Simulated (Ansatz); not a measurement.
Working through a band structure of TiPbO3, space group P4mm

Program: the Python package of Ansatz (0.2.0).

`tipbo3.vasp`
```text
TiPbO3
1.0
   3.89920000    0.00000000    0.00000000
   0.00000000    3.89920000    0.00000000
   0.00000000    0.00000000    4.14990000
Ti Pb O
1 1 3
Direct
   0.50000000    0.50000000    0.53820000
   0.00000000    0.00000000    0.00000000
   0.50000000    0.50000000    0.11300000
   0.50000000    0.00000000    0.61500000
   0.00000000    0.50000000    0.61500000
```

Notebook, run cell by cell (the value of a cell's last expression is shown):

**Cell 1**
```python
from pathlib import Path
import warnings

import ansatz
from ase.io import read
import numpy as np
from pymatgen.core import Structure
from scipy.ndimage import map_coordinates
```

**Cell 2**
```python
warnings.simplefilter("ignore", ansatz.DeckWarning)

atoms = read("tipbo3.vasp", format="vasp")
cell = ansatz.Crystal.from_ase(atoms)
```

**Cell 3**
```python
cell.resolved().tree()["lattice"]
```
Output:
```text
((3.8992, 0.0, 0.0), (0.0, 3.8992, 0.0), (0.0, 0.0, 4.1499))
```

**Cell 4**
```python
# vertices of the path, as fractions of the reciprocal vectors
path = [
    ("G", (0.0, 0.0, 0.0)),
    ("X", (0.0, 0.5, 0.0)),
    ("M", (0.5, 0.5, 0.0)),
    ("G", (0.0, 0.0, 0.0)),
    ("Z", (0.0, 0.0, 0.5)),
    ("R", (0.0, 0.5, 0.5)),
]
model = (
    cell.calculation()
    .pseudopotentials("paw")
    .kpoints(mesh=(6, 6, 6))
    .basis(470)
    .occupations("fixed")
    .functional(ansatz.Functional.PBE)
    .band_structure([point for _, point in path], intervals=10)
    .scf(extra_bands=6)
    .density()
    .potential()
    .electron_localization_function()
    .output_files(volumetric_format="npy")
)
result = model.run(threads=1)
report = result.report

report["free_energy_ev"]
```
Output:
```text
-16112.463972630148
```

**Cell 5**
```python
type(result).__name__, type(report).__name__
```
Output:
```text
('RunOutcome', 'dict')
```

**Cell 6**
```python
report["n_iterations"], report["closed_by"]
```
Output:
```text
(7, 'deck_thresholds')
```

**Cell 7**
```python
for key in ("converged", "n_iterations", "n_electrons", "n_kpoints", "n_pw", "n_symmetry_ops", "free_energy_ev", "fermi_energy_ev"):
    print(f"{key:18s} {report[key]}")
```
Output:
```text
converged          True
n_iterations       7
n_electrons        44.0
n_kpoints          40
n_pw               1431
n_symmetry_ops     8
free_energy_ev     -16112.463972630148
fermi_energy_ev    10.42190322733411
```

**Cell 8**
```python
final = Structure(result.lattice.cell_ang, [s.symbol for s in result.lattice.sites], [s.position_frac for s in result.lattice.sites])
# smooth valence density along the shortest bond of atom 0
rho = result.density()
total = sum(channel.density_e_per_ang3 for channel in rho.channels[:2])
grid_cell = np.asarray(rho.fft_grid_basis) @ result.lattice.cell_ang
partner = min(final.get_neighbors(final[0], 5.0), key=lambda n: n.nn_distance)
line = np.linspace(final[0].coords, partner.coords, 9)
points = (line @ np.linalg.inv(grid_cell)) * rho.dims
values = map_coordinates(total, points.T, order=3, mode="grid-wrap")
print(f"from {final[0].specie} to {partner.specie}, {partner.nn_distance:.3f} A")
for t, value in zip(np.linspace(0, partner.nn_distance, 9), values):
    print(f"{t:7.3f} A  {value:9.4f} e/A^3")
```
Output:
```text
from Ti to O, 1.765 A
  0.000 A    10.0572 e/A^3
  0.221 A     9.4389 e/A^3
  0.441 A     6.3922 e/A^3
  0.662 A     2.6285 e/A^3
  0.882 A     1.1938 e/A^3
  1.103 A     1.7904 e/A^3
  1.323 A     4.0823 e/A^3
  1.544 A     6.8096 e/A^3
  1.765 A     7.6929 e/A^3
```

**Cell 9**
```python
folder = Path(result.write_results("fields"))
print("densities in e/A^3, potentials in eV, ELF without unit")
for name in sorted(p.name for p in folder.glob("*.npy")):
    field = np.load(folder / name)
    print(f"{name:16s} {str(field.shape):16s} min {field.min():10.4f}  mean {field.mean():10.4f}  max {field.max():10.4f}")

bands = result.band_structure()
fermi = bands.fermi_energy_ev
print(f"zero of the bands: {fermi:.3f} eV, the Fermi level found on the SCF mesh")
for spin, channel in enumerate(bands.channels):
    print("channel", spin, "- computed levels within 8 eV of the Fermi level")
    for i, (label, _) in enumerate(path):
        levels = channel.eigenvalues_ev[i * 10] - fermi
        print(f"  {label:3s}", " ".join(f"{e:7.3f}" for e in levels if abs(e) < 8))
```
Output:
```text
densities in e/A^3, potentials in eV, ELF without unit
elf.npy          (30, 30, 30)     min     0.0023  mean     0.2961  max     0.8546
rho.npy          (30, 30, 30)     min     0.0354  mean     0.6974  max    10.2550
v_es.npy         (30, 30, 30)     min   -47.5446  mean     5.4302  max    15.3135
v_tot.npy        (30, 30, 30)     min   -73.2311  mean    -5.7317  max     9.5719
zero of the bands: 10.422 eV, the Fermi level found on the SCF mesh
channel 0 - computed levels within 8 eV of the Fermi level
  G    -6.119  -3.952  -3.952  -3.501  -2.284  -2.284  -1.865  -1.818  -1.378  -1.378   1.771   2.833   2.833   4.185   4.529   6.309
  X    -7.218  -4.658  -3.404  -3.274  -2.960  -2.822  -2.144  -2.069  -1.722   0.000   2.951   3.038   3.277   3.460   4.288   5.551
  M    -7.849  -4.826  -4.273  -3.373  -3.373  -2.787  -2.787  -2.134  -1.727  -0.520   3.298   3.408   3.408   3.960   5.303   5.303
  G    -6.119  -3.952  -3.952  -3.501  -2.284  -2.284  -1.865  -1.818  -1.378  -1.378   1.771   2.833   2.833   4.185   4.529   6.309
  Z    -7.330  -4.009  -3.911  -3.911  -2.536  -2.536  -2.013  -1.238  -1.238  -0.403   1.769   2.775   3.664   3.664   4.196   6.290
  R    -7.669  -4.876  -4.241  -3.394  -3.202  -2.919  -2.842  -2.041  -1.120  -0.817   3.106   3.697   3.769   4.670   5.300   5.342
```

Reading the output:
- Absolute energies stand on the zero of these potentials, so only differences at equal settings mean something. A total without «per atom» is that of the whole cell that was run.
- The run is spin-unpolarised.
- The computed bands are complete only to about 5.3 eV above the Fermi level.
- Under fixed occupations the level called the Fermi level is the highest filled one on the SCF mesh; off the mesh a filled band can lie a little above it.
- Only differences from the Fermi energy are physical; the zero of the scale is a convention.
- Densities and potentials on the grid are those of the valence electrons, and inside the cores they hang on the potentials used.
- The structure is a deposited one; some such entries were measured under pressure or heat, so a shift against it needn't be the functional's error alone.
- Gaps and levels are Kohn-Sham values on a finite set of k-points, without spin-orbit coupling.
- Hardware and time: 16 s on 1 thread of AMD EPYC 7R43 64-Core Processor (Zen 3) (shared host), peak memory 0.51 GiB.
